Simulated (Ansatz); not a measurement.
# EuS (rocksalt): zero-pressure volume and bulk modulus with PBE + D3(BJ)-ATM

The task here is to estimate one member of a computed series from the others.

Computed with Ansatz 0.2.0 (DFT PBE + D3(BJ)-ATM with U = 6 eV on Eu 4f, scalar-relativistic, plane waves, PAW, unless a step's input says otherwise).

2 further runs of the same task are left out: 1 that didn't finish, 1 set aside as unsound or not needed.

## The starting structure

It takes space group Fm-3m (No. 225, cubic). Conventional cell: a = 5.957 Å, b = 5.957 Å, c = 5.957 Å, α = 90.00°, β = 90.00°, γ = 90.00°. Eu (site symmetry m-3m) has 6 S at 2.98 Å as nearest neighbours. S (site symmetry m-3m) has 6 Eu at 2.98 Å as nearest neighbours.

Coordinates:

```cif
data_structure
_symmetry_space_group_name_H-M 'P 1'
_symmetry_Int_Tables_number 1
_cell_length_a 4.2122
_cell_length_b 4.2122
_cell_length_c 4.2122
_cell_angle_alpha 60.000
_cell_angle_beta 60.000
_cell_angle_gamma 60.000
_cell_volume 52.85
loop_
_atom_site_label
_atom_site_type_symbol
_atom_site_fract_x
_atom_site_fract_y
_atom_site_fract_z
_atom_site_occupancy
Eu1 Eu 0.50000 0.50000 0.50000 1
S1 S 0.00000 0.00000 0.00000 1
```

At PBE+U (U_eff = 6 eV on Eu 4f), an earlier run found 0.74 GPa for this cell of 26.424 Å³/atom (8×8×8 mesh), mesh gap 0.70 eV, moments in the atoms' spheres Eu 6.86; S -0.06 μB.

Set-up of the first run:

The input, input.yaml:

```yaml
crystal:
  lattice:
    - [0.0, 2.978501867, 2.978501867]
    - [2.978501867, 0.0, 2.978501867]
    - [2.978501867, 2.978501867, 0.0]
  atoms:
    - { symbol: Eu, position: [0.5, 0.5, 0.5], spin: 7.55 }
    - { symbol: S, position: [0.0, 0.0, 0.0] }
basis:
  ecutwfc: 420
  ecutrho_ratio: 4
kpoints:
  mp_grid: { grid: [8, 8, 8] }
hamiltonian:
  xc: pbe
  dispersion: d3bjatm
  hubbard: { sites: [{ species: Eu, l: f, u_eff: 6.0 }] }
scf:
  occupations: { method: gaussian, width: 0.05 }
  lower_state_search: "off"
output:
  forces: true
  stress: true
  eigenvalues: true
  populations: true
  hubbard: { sites: [{ species: Eu, l: f }] }
magnetization:
  spin_polarized: true
checkpoint:
  read: start.run
  write: ck
  compress: false
  write_wavefunctions: false
  write_every: 100000
```

start.run holds the state of a PBE+U run on this cell.

Started as:

```bash
$ ansatz run input.yaml --threads 4 --pin off --max-ram 6144MiB --backend cpu --events-out ev --progress --plain --runs-dir out
```

Steps of the session up to this table: At the given cell; Stepping to 26.222 Å³/atom; Stepping to 25.837 Å³/atom; Volume × 0.98 of the new zero; Volume × 1.02 of the new zero; Volume × 0.96 of the new zero; Volume × 1.04 of the new zero.

One table of the session follows, with a row left open; its other results are not shown here.

| volume (Å³/atom) | energy (meV/atom) | pressure (GPa) |
| --- | --- | --- |
| 24.804 | 7.33 | 2.36 |
| 25.320 | ? | ? |
| 25.837 | 0.00 | 0.00 |
| 26.354 | 1.66 | -1.02 |
| 26.871 | 6.43 | -1.93 |

Q: Estimate the row for volume (Å³/atom) = 25.320 from the others.

Worked estimate for «energy (meV/atom)». A straight line through the neighbours (24.804, 7.33) and (25.837, 0.00) gives 7.33 + (0.00 − 7.33) × (25.320 − 24.804) / (25.837 − 24.804) = 3.67; a parabola fitted to 3 rows on both sides gives 1.89.

**Answer.** energy (meV/atom): 1.76; pressure (GPa): 1.12. In «energy (meV/atom)» the line misses by +1.91 and the parabola by +0.13.

volume (Å³/atom), energy (meV/atom) and a bar:
```
    24.80        7.3 ##############################
    25.32        1.8 #######
    25.84        0.0 
    26.35        1.7 #######
    26.87        6.4 ##########################
```

Limits of these values: Warnings in the runs' records: stability check not made.
